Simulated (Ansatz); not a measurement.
**HfC: a vibration from a frozen displacement**

Theory: Ansatz, DFT PBE, scalar-relativistic, plane waves, PAW. Settings: plane waves to 420 eV, k-mesh 18×18×18 (Γ-centred), Gaussian smearing 0.15 eV. Spin–orbit coupling is left out, which matters for the heavy elements here. No spin polarisation. Energies are free energies at this smearing, counted from the undisturbed cell; pressure is positive in compression.

Reference structure (as given, not relaxed at this level; it stands at 0.2 GPa):

```
Hf C
1.0
     0.00000    2.32500    2.32500
     2.32500    0.00000    2.32500
     2.32500    2.32500    0.00000
Hf C
1 1
Direct
  0.50000 0.50000 0.50000
  0.00000 0.00000 0.00000
```

Every C atom is moved by x along the Cartesian unit vector (0.000, 0.000, 1.000); the cell and all other atoms stay fixed. The cell's volume is 25.14 Å³; the moved atoms weigh 12.011 u together and the others 178.490 u. Some rows repeat others by symmetry and weren't run.

```
  x (Å)  ΔE (meV/cell) total force on the moved atoms along the move (eV/Å) pressure (GPa)
-0.3000         399.29                                                3.2203          9.0169
-0.2625         290.52                                                2.5947          6.8033
-0.2250         203.76                                                2.0444          4.9500
-0.1875         136.30                                                1.5663          3.4354
-0.1500          85.32                                                1.1652          2.2345
-0.1125          47.91                                                0.8421          1.3290
-0.0750          21.53                                                0.5680          0.7067
-0.0375           5.41                                                0.2886          0.3367
 0.0000           0.00                                                0.0000          0.2135
 0.0375           5.41                                               -0.2886          0.3367
 0.0750          21.53                                               -0.5680          0.7067
 0.1125          47.91                                               -0.8421          1.3290
 0.1500          85.32                                               -1.1652          2.2345
 0.1875         136.30                                               -1.5663          3.4354
 0.2250         203.76                                               -2.0444          4.9500
 0.2625         290.52                                               -2.5947          6.8033
 0.3000         399.29                                               -3.2203          9.0169
```

What frequency belongs to this motion?

The force constant is k = −dF/dx = 7.696 eV/Å², from the parabola through x = -0.0375, 0 and 0.0375. In every cell the moved atoms swing against the rest, so the mass is μ = m₁m₂/(m₁ + m₂) = 11.254 u, and ν̃ = 521.5 cm⁻¹ × √(|k|/μ) = 431 cm⁻¹. To first order in x, and within 1 %, the force on every atom lies along the move and, within each of the two groups, in proportion to the atom's mass, so this is itself a mode at the zone centre of this cell.

How far does the harmonic law reach?

At x = -0.300 Å, kx²/2 = 346.32 meV against the computed 399.29 meV (+15.3 %): the well stiffens in this direction at large amplitude.

The pressure changes with x². What does that say about the frequency under compression?

With E = k(V)x²/2, k ∝ V^(−2γ) and x scaling with the cell as V^(1/3), P − P0 = −∂E/∂V = (2γ − 2/3) ΔE/V. At x = 0.0750 Å, V(P − P0) = 25.14 × 0.49318 / 160.2 eV = 77.37 meV and ΔE = 21.53 meV, so γ = 1/3 + V(P − P0)/(2ΔE) = 2.13. This is the Grüneisen parameter of the motion under uniform scaling of the cell: shrinking the cell evenly by 1 % in volume raises the frequency by about 2.13 %.

In a metal these slopes depend on the k mesh and the smearing.